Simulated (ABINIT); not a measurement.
Wanted: the native input for an ABINIT 10.8.3 (patched build) run.

```yaml
Task: band structure
Functional: rPW86PBE
Potentials_or_basis: JTH PAW PBE v2.0 sp
Cutoff: 408 eV
k_mesh: 8 × 8 × 5
Occupations: fermi-dirac, width 0.05 eV
Spin: no spin polarisation
Fine-grid_cutoff: 816.342 eV
Exchange_and_correlation_inside_the_PAW_spheres: full angular mesh (pawxcdev 0, this build's default; the released program takes 1)
```

The system is SnSe2.

```xyz
3
Lattice="3.8110 0.0000 0.0000 -1.9055 3.3004 0.0000 0.0000 0.0000 6.1360" Properties=species:S:1:pos:R:3 pbc="T T T"
Sn    0.0000    0.0000    0.0000
Se    1.9055    1.1001    4.6081
Se    0.0000    2.2003    1.5279
```

These files were run (other wordings do the same):

run.abi

```
ndtset 2

pp_dirpath "./"
pseudos "Sn.GGA_PBE-JTH_sp.xml, Se.GGA_PBE-JTH.xml"

acell 3.811 3.811 6.136 Angstrom
rprim
     1.0000000000     0.0000000000     0.0000000000
    -0.5000000000     0.8660254038     0.0000000000
     0.0000000000     0.0000000000     1.0000000000
ntypat 2
znucl 50 34
natom 3
typat 1 2 2
xcart
     0.0000000000     0.0000000000     0.0000000000
     3.6008731308     2.0789650710     8.7081149850
    -0.0000000004     4.1579301426     2.8872445157

ecut 15.0
pawecutdg 30.0

ixc -144130

occopt 3
tsmear 0.05 eV

nstep 100

iomode 3
prtwf 0
prteig 0
prtebands 0
prtden1 1
prtvha1 1
prtvclmb1 1
prtpot1 1

kptopt1 1
ngkpt1 8 8 5
nshiftk1 1
shiftk1 0.0 0.0 0.0
nband1 12
tolvrs1 1.0e-9

iscf2 -2
getden2 1
nband2 16
nbdbuf2 2
tolwfr2 1.0e-12
kptopt2 -7
ndivsm2 5
prteig2 1
prtvol2 -3
kptbounds2
     0.0000000000     0.0000000000     0.0000000000
     0.5000000000     0.0000000000     0.0000000000
     0.3333333333     0.3333333333     0.0000000000
     0.0000000000     0.0000000000     0.0000000000
     0.0000000000     0.0000000000     0.5000000000
     0.5000000000     0.0000000000     0.5000000000
     0.3333333333     0.3333333333     0.5000000000
     0.0000000000     0.0000000000     0.5000000000
```

Potentials or basis: JTH PAW PBE v2.0 sp.

Command:

```sh
$ abinit run.abi > log 2>&1
```

It gave:

| Property | Result |
| --- | --- |
| Largest force | 1.213 eV/Å |
| Band gap on the k mesh | 0.74 eV, indirect (least direct gap 0.96 eV) |
| Valence electrons inside the program's atomic spheres | Sn 2.52; Se 3.96 |

Caveat: the PAW data sets were made with another functional, which shifts forces and pressure a little; spin-orbit coupling is left out, which moves the levels of the heavy elements; this set keeps more shells in the core, which shifts pressures and gaps; an odd mesh through Γ misses points on the zone boundary, where band edges often lie.

Wall time 40 s on 1 thread of Intel(R) Xeon(R) Platinum 8488C (Sapphire Rapids) (shared host), peak memory 0.14 GiB.
